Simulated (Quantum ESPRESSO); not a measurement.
# WC (Cmmm) in Quantum ESPRESSO: convergence with k mesh

Aim: find how far k mesh must go before the results for WC settle, at PBE. This setting moves, with any that are tied to it; all else stays.

Program: Quantum ESPRESSO 7.5. These are calculated values, not measurements. Logs are shortened: lines on timing, memory, paths and dates and some standing lists are left out, and cuts for length are marked.

## 1. Starting point

Symmetry: Cmmm, No. 65, orthorhombic system. The conventional cell has a = 3.281 Å, b = 4.236 Å, c = 4.309 Å, α = 90.00°, β = 90.00°, γ = 90.00°. Around W (site symmetry mmm) lie 4 W at 2.68 Å and 8 C at 2.71 to 3.02 Å. Around C (site symmetry mmm) lie 4 C at 2.68 Å and 8 W at 2.71 to 3.02 Å.

The cell was built by a generator and needn't be a form met in nature.

## 2. With k mesh 2 × 2 × 1

The input, pw.in:

```
&CONTROL
  calculation = 'scf'
  prefix = 'pwscf'
  outdir = './tmp'
  pseudo_dir = './pseudo'
  tprnfor = .true.
  tstress = .true.
  disk_io = 'nowf'
/
&SYSTEM
  ibrav = 0
  nat = 2
  ntyp = 2
  ecutwfc = 82
  nbnd = 15
  occupations = 'smearing'
  smearing = 'fd'
  degauss = 0.00999582
/
&ELECTRONS
  conv_thr = 4d-10
  electron_maxstep = 120
  mixing_beta = 0.5
/
ATOMIC_SPECIES
W    183.8400 W.upf
C     12.0110 C.upf
CELL_PARAMETERS angstrom
   1.6403461100   -2.1180379000    0.0000000000
   1.6403461100    2.1180379000    0.0000000000
   0.0000000000    0.0000000000    4.3094211000
ATOMIC_POSITIONS crystal
W      0.5000000000    0.5000000000    0.5000000000
C      0.0000000000    0.0000000000    0.0000000000
K_POINTS automatic
2 2 1 0 0 0
```

Potentials or basis: PseudoDojo 0.4 SR PBE stringent.

The run is started by

```
> OMP_NUM_THREADS=1 pw.x -in pw.in > pw.out
```

Wall time 1.9 s (1 thread of Arm Neoverse V2, shared host); peak memory 0.05 GiB.

What came out:

```
Free energy            : -2224.7644 eV
Pressure               : -57.9 GPa
Band gap on the k mesh : none (metal or under the smearing width)
```

## 3. With k mesh 3 × 3 × 2

Changes to pw.in since step 2:

```diff
@@ -35,2 +35,2 @@
 K_POINTS automatic
-2 2 1 0 0 0
+3 3 2 0 0 0
```

Potentials or basis: PseudoDojo 0.4 SR PBE stringent.

The run is started by

```
> OMP_NUM_THREADS=1 pw.x -in pw.in > pw.out
```

Run time: 4.2 s. Hardware: 1 thread of Arm Neoverse V2, shared host; peak memory 0.05 GiB.

What came out:

* Free energy: -2222.3197 eV
* Pressure: -31.6 GPa
* Band gap on the k mesh: none (metal or under the smearing width)

## 4. With k mesh 4 × 4 × 3

Changes to pw.in since step 3:

```diff
@@ -35,2 +35,2 @@
 K_POINTS automatic
-3 3 2 0 0 0
+4 4 3 0 0 0
```

The run is started by

```
> OMP_NUM_THREADS=1 pw.x -in pw.in > pw.out
```

Run time: 7.2 s. Hardware: 1 thread of Arm Neoverse V2, shared host; peak memory 0.06 GiB.

What came out:

- Free energy: -2222.3476 eV
- Pressure: -29.6 GPa
- Band gap on the k mesh: none (metal or under the smearing width)

## 5. With k mesh 6 × 6 × 4

Changes to pw.in since step 4:

```diff
@@ -35,2 +35,2 @@
 K_POINTS automatic
-4 4 3 0 0 0
+6 6 4 0 0 0
```

The run is started by

```
> OMP_NUM_THREADS=1 pw.x -in pw.in > pw.out
```

It took 18 s on 1 thread of Arm Neoverse V2, shared host; peak memory 0.07 GiB.

What came out:

- Free energy: -2222.5576 eV
- Pressure: -33.0 GPa
- Band gap on the k mesh: none (metal or under the smearing width)

## 6. With k mesh 8 × 8 × 4

Changes to pw.in since step 5:

```diff
@@ -35,2 +35,2 @@
 K_POINTS automatic
-6 6 4 0 0 0
+8 8 4 0 0 0
```

Potentials or basis: PseudoDojo 0.4 SR PBE stringent.

The run is started by

```
> OMP_NUM_THREADS=1 pw.x -in pw.in > pw.out
```

It took 25 s on 1 thread of Arm Neoverse V2, shared host; peak memory 0.09 GiB.

Results (log left out):

| Quantity | Value |
| --- | --- |
| Free energy | -2222.5656 eV |
| Pressure | -31.4 GPa |
| Band gap on the k mesh | none (metal or under the smearing width) |

## 7. With k mesh 9 × 9 × 5

Changes to pw.in since step 6:

```diff
@@ -35,2 +35,2 @@
 K_POINTS automatic
-8 8 4 0 0 0
+9 9 5 0 0 0
```

The run is started by

```
> OMP_NUM_THREADS=1 pw.x -in pw.in > pw.out
```

Run time: 31 s. Hardware: 1 thread of Arm Neoverse V2, shared host; peak memory 0.09 GiB.

It converged, with:

* Free energy: -2222.5821 eV
* Pressure: -32.1 GPa
* Band gap on the k mesh: none (metal or under the smearing width)

## 8. With k mesh 10 × 10 × 6

Changes to pw.in since step 7:

```diff
@@ -35,2 +35,2 @@
 K_POINTS automatic
-9 9 5 0 0 0
+10 10 6 0 0 0
```

The run is started by

```
> OMP_NUM_THREADS=1 pw.x -in pw.in > pw.out
```

Run time: 50 s. Hardware: 1 thread of Arm Neoverse V2, shared host; peak memory 0.12 GiB.

It converged, with:

```
Free energy            : -2222.5536 eV
Pressure               : -31.9 GPa
Band gap on the k mesh : none (metal or under the smearing width)
```

## 9. With k mesh 12 × 12 × 7

Changes to pw.in since step 8:

```diff
@@ -35,2 +35,2 @@
 K_POINTS automatic
-10 10 6 0 0 0
+12 12 7 0 0 0
```

Potentials or basis: PseudoDojo 0.4 SR PBE stringent.

The run is started by

```
> OMP_NUM_THREADS=1 pw.x -in pw.in > pw.out
```

It took 70 s on 1 thread of Arm Neoverse V2, shared host; peak memory 0.15 GiB.

It converged, with:

```
Free energy            : -2222.5620 eV
Pressure               : -31.9 GPa
Band gap on the k mesh : none (metal or under the smearing width)
```

## 10. With k mesh 14 × 14 × 8

Changes to pw.in since step 9:

```diff
@@ -35,2 +35,2 @@
 K_POINTS automatic
-12 12 7 0 0 0
+14 14 8 0 0 0
```

Potentials or basis: PseudoDojo 0.4 SR PBE stringent.

The run is started by

```
> OMP_NUM_THREADS=1 pw.x -in pw.in > pw.out
```

pw.out:

```text
This program is part of the open-source Quantum ESPRESSO suite
     for quantum simulation of materials; please cite
[... 9 lines left out ...]
     --------------------
     sticks:   dense  smooth     PW     G-vecs:    dense   smooth      PW
     Sum         651     651    203                20329    20329    3533

     Using Slab Decomposition

     bravais-lattice index     =            0
     lattice parameter (alat)  =       5.0625  a.u.
     unit-cell volume          =     202.0760 (a.u.)^3
     number of atoms/cell      =            2
     number of atomic types    =            2
     number of electrons       =        18.00
     number of Kohn-Sham states=           15
     kinetic-energy cutoff     =      82.0000  Ry
     charge density cutoff     =     328.0000  Ry
     scf convergence threshold =      4.0E-10
     mixing beta               =       0.5000
     number of iterations used =            8  plain     mixing
     Exchange-correlation= PBE
                           (   1   4   3   4   0   0   0)

     celldm(1)=   5.062498  celldm(2)=   0.000000  celldm(3)=   0.000000
     celldm(4)=   0.000000  celldm(5)=   0.000000  celldm(6)=   0.000000

     crystal axes: (cart. coord. in units of alat)
               a(1) = (   0.612307  -0.790620   0.000000 )
               a(2) = (   0.612307   0.790620   0.000000 )
               a(3) = (   0.000000   0.000000   1.608618 )

     reciprocal axes: (cart. coord. in units 2 pi/alat)
               b(1) = (  0.816583 -0.632415  0.000000 )
               b(2) = (  0.816583  0.632415 -0.000000 )
               b(3) = ( -0.000000  0.000000  0.621652 )

     PseudoPot. # 1 for W  read from file:
     W.upf
     Pseudo is Norm-conserving + core correction, Zval = 14.0
     Generated using ONCVPSP code by D. R. Hamann
     Using radial grid of 1396 points,  8 beta functions with:
                l(1) =   0
                l(2) =   0
                l(3) =   1
                l(4) =   1
                l(5) =   2
                l(6) =   2
                l(7) =   3
                l(8) =   3

     PseudoPot. # 2 for C  read from file:
     C.upf
     Pseudo is Norm-conserving + core correction, Zval =  4.0
     Generated using ONCVPSP code by D. R. Hamann
     Using radial grid of 1248 points,  4 beta functions with:
                l(1) =   0
                l(2) =   0
                l(3) =   1
                l(4) =   1

     atomic species   valence    mass     pseudopotential
     W                14.00   183.84000     W ( 1.00)
     C                 4.00    12.01100     C ( 1.00)

      8 Sym. Ops., with inversion, found

   Cartesian axes

     site n.     atom                  positions (alat units)
         1        W      tau(   1) = (   0.6123073   0.0000000   0.8043090  )
         2        C      tau(   2) = (   0.0000000   0.0000000   0.0000000  )

     number of k points=   285  Fermi-Dirac smearing, width (Ry)=  0.0100

     Number of k-points >= 100: set verbosity='high' to print them.

     Dense  grid:    20329 G-vectors     FFT dimensions: (  30,  30,  48)

     Initial potential from superposition of free atoms

     starting charge      17.9994, renormalised to      18.0000
     Starting wfcs are   14 randomized atomic wfcs +    1 random wfcs

     Self-consistent Calculation

     iteration #  1     ecut=    82.00 Ry     beta= 0.50
     Davidson diagonalization with overlap
     ethr =  1.00E-02,  avg # of iterations =  4.0

     Threshold (ethr) on eigenvalues was too large:
     Diagonalizing with lowered threshold

     Davidson diagonalization with overlap
     ethr =  7.07E-04,  avg # of iterations =  1.1

     total energy              =    -163.31053100 Ry
     estimated scf accuracy    <       0.12881587 Ry

     iteration #  2     ecut=    82.00 Ry     beta= 0.50
     Davidson diagonalization with overlap
     ethr =  7.16E-04,  avg # of iterations =  2.0

     total energy              =    -163.29368765 Ry
     estimated scf accuracy    <       0.44952544 Ry

     iteration #  3     ecut=    82.00 Ry     beta= 0.50
     Davidson diagonalization with overlap
     ethr =  7.16E-04,  avg # of iterations =  1.5

     total energy              =    -163.35391501 Ry
     estimated scf accuracy    <       0.01017148 Ry

     iteration #  4     ecut=    82.00 Ry     beta= 0.50
     Davidson diagonalization with overlap
     ethr =  5.65E-05,  avg # of iterations =  2.1

     total energy              =    -163.35495392 Ry
     estimated scf accuracy    <       0.00026408 Ry

     iteration #  5     ecut=    82.00 Ry     beta= 0.50
     Davidson diagonalization with overlap
     ethr =  1.47E-06,  avg # of iterations =  4.9

     total energy              =    -163.35501387 Ry
     estimated scf accuracy    <       0.00001504 Ry

     iteration #  6     ecut=    82.00 Ry     beta= 0.50
     Davidson diagonalization with overlap
     ethr =  8.36E-08,  avg # of iterations =  2.1

     total energy              =    -163.35501739 Ry
     estimated scf accuracy    <       0.00000090 Ry

     iteration #  7     ecut=    82.00 Ry     beta= 0.50
     Davidson diagonalization with overlap
     ethr =  4.98E-09,  avg # of iterations =  2.4

     total energy              =    -163.35501751 Ry
     estimated scf accuracy    <       0.00000010 Ry

     iteration #  8     ecut=    82.00 Ry     beta= 0.50
     Davidson diagonalization with overlap
     ethr =  5.74E-10,  avg # of iterations =  2.5

     total energy              =    -163.35501754 Ry
     estimated scf accuracy    <       0.00000001 Ry

     iteration #  9     ecut=    82.00 Ry     beta= 0.50
     Davidson diagonalization with overlap
     ethr =  6.55E-11,  avg # of iterations =  2.1

     End of self-consistent calculation

     Number of k-points >= 100: set verbosity='high' to print the bands.

     the Fermi energy is    13.6709 ev

!    total energy              =    -163.35501754 Ry
     estimated scf accuracy    <          1.3E-10 Ry
     smearing contrib. (-TS)   =      -0.00759586 Ry
     internal energy E=F+TS    =    -163.34742168 Ry

     The total energy is F=E-TS. E is the sum of the following terms:
     one-electron contribution =     -39.56232030 Ry
     hartree contribution      =      26.53567520 Ry
     xc contribution           =     -36.77712156 Ry
     ewald contribution        =    -113.54365502 Ry

     convergence has been achieved in   9 iterations

     Forces acting on atoms (cartesian axes, Ry/au):

     atom    1 type  1   force =     0.00000000    0.00000000    0.00000000
     atom    2 type  2   force =     0.00000000    0.00000000    0.00000000

     Total force =     0.000000     Total SCF correction =     0.000000

     Computing stress (Cartesian axis) and pressure

          total   stress  (Ry/bohr**3)                   (kbar)     P=     -317.19
  -0.00237406  -0.00000000   0.00000000         -349.24       -0.00        0.00
   0.00000000  -0.00014098   0.00000000            0.00      -20.74        0.00
   0.00000000   0.00000000  -0.00395350            0.00        0.00     -581.58

=------------------------------------------------------------------------------=
   JOB DONE.
=------------------------------------------------------------------------------=
```

It took 1.9 min on 1 thread of Arm Neoverse V2, shared host; peak memory 0.22 GiB.

What came out:

```
Free energy            : -2222.5582 eV
Pressure               : -31.7 GPa
Band gap on the k mesh : none (metal or under the smearing width)
```

## 11. The series at a glance

```tsv
k mesh	energy less the tightest run, at zero smearing (meV/atom)	pressure (GPa)	SCF cycles	CPU time (s)	peak memory (GiB)
2 × 2 × 1	-1096.82	-57.85	11	1.9	0.05
3 × 3 × 2	132.28	-31.56	11	4.2	0.05
4 × 4 × 3	107.85	-29.62	11	7.2	0.06
6 × 6 × 4	3.78	-33.04	10	18	0.07
8 × 8 × 4	-4.45	-31.41	9	25	0.09
9 × 9 × 5	-13.32	-32.08	9	31	0.09
10 × 10 × 6	2.77	-31.85	9	50	0.12
12 × 12 × 7	-1.96	-31.92	9	70	0.15
14 × 14 × 8	0.00	-31.72	9	110	0.22
```

Not settled before the last step: the energy (to 1 meV/atom), the pressure (to 0.1 GPa). Meshes of other sizes hit other points, so gaps and Fermi surfaces needn't settle smoothly. The tightest run that finished is the yardstick and may itself not be fully converged.

Caveats: a pressure of tens of GPa on the cell as given is suspect, and the run, the potentials or the cell itself is likely at fault.
